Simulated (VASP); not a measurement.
AgCl: single point with LDA

AgCl:

```
Ag Cl
1.0
     3.43397    0.00000    0.00000
     0.00000    3.43397    0.00000
     0.00000    0.00000    3.43397
Ag Cl
1 1
Cartesian
  0.0000 0.0000 0.0000
  1.7170 1.7170 1.7170
```

Measurements of this composition are mostly on another form, of space group No. 225.

| Property | Result |
| --- | --- |
| Program | VASP 6.6.1 |
| Task | single point |
| Functional | LDA |
| Potentials or basis | VASP PAW LDA potentials, release 64 (Ag, Cl) |
| Cutoff | 520 eV |
| k mesh | 8 × 8 × 8 |
| Occupations | gaussian, width 0.02 eV |
| Spin | no spin polarisation |

* Pressure: -7.6 GPa
* Band gap on the k mesh: 0.31 eV, indirect (least direct gap 1.82 eV)

Levels at points of the mesh, in eV from the valence-band top:
| k point | band 6 | band 7 | band 8 | band 9 | band 10 | band 11 | band 12 | band 13 |
| --- | --- | --- | --- | --- | --- | --- | --- | --- |
| (0.00, 0.00, 0.00) | -1.86 | -1.51 | -1.51 | -1.51 | 0.31 | 9.29 | 9.29 | 13.34 |
| (0.50, 0.00, 0.00) | -1.81 | -1.48 | 0.00 | 0.00 | 4.63 | 5.31 | 9.25 | 9.80 |
| (0.50, 0.50, 0.00) | -2.15 | -2.15 | -1.55 | -0.87 | 2.55 | 8.67 | 8.67 | 10.46 |
| (0.50, 0.50, 0.50) | -1.53 | -0.19 | -0.19 | -0.19 | 4.53 | 4.53 | 4.53 | 6.44 |

Run time: 8.3 s on 1 thread of Intel(R) Xeon(R) Platinum 8559C (Emerald Rapids), with other jobs on the host, peak memory 0.15 GiB.

A k mesh can miss the band edges. LDA gaps usually lie below the measured ones, often by a third to a half.
